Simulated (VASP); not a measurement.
Here is a VASP 6.6.1 calculation.

File INCAR:

```
SYSTEM = W
ALGO     = Normal         ! electronic algorithm
EDIFF    = 1E-7           ! SCF threshold, eV
EDIFFG   = -0.005         ! ionic threshold
ENCUT    = 600            ! plane-wave cutoff, eV
GGA      = RP             ! functional
IBRION   = 2              ! ionic algorithm
ISIF     = 3              ! what is computed and relaxed
ISMEAR   = 0              ! smearing method
LASPH    = .TRUE.         ! aspherical terms in the spheres
LCHARG   = .FALSE.        ! write CHGCAR
LREAL    = .FALSE.        ! projectors in reciprocal space
LWAVE    = .FALSE.        ! write WAVECAR
NELM     = 60             ! most SCF steps
NSW      = 90             ! ionic steps
PREC     = Accurate       ! precision mode
SIGMA    = 0.1            ! smearing width, eV
```

KPOINTS

```
k-points
0
G
  18 18 18
  0 0 0
```

POSCAR

```
W
1.0
   -1.6007500000      1.6007500000      1.6007500000
    1.6007500000     -1.6007500000      1.6007500000
    1.6007500000      1.6007500000     -1.6007500000
W
1
Direct
    0.0000000000      0.0000000000      0.0000000000
```

Potentials or basis: VASP PAW PBE potentials, release 64 (W_sv).

Command:

```bash
$ cat potpaw_PBE.64/W_sv/POTCAR > POTCAR
$ mpirun -np 1 vasp_std > vasp.out
```

Task: Estimate the relaxed cell.

Result: a = 2.770 Å, b = 2.770 Å, c = 2.770 Å, α = 109.47°, β = 109.47°, γ = 109.47°.

Task: What does it give for the space group after relaxing (to 0.05 Å)?

Result: Im-3m (No. 229).

Task: Predict the band gap on the k mesh.

Result: None (metal or under the smearing width).

Task: Estimate the relaxed volume.

Result: 16.36 Å³/atom.

Final structure:
```
W
1.0
    -1.59918    1.59918    1.59918
     1.59918   -1.59918    1.59918
     1.59918    1.59918   -1.59918
W
1
Direct
  0.00000 0.00000 0.00000
```

Caveat: the PAW data sets were made with another functional, which shifts forces and pressure a little. The run has no spin-orbit coupling, so splittings on W are missing.
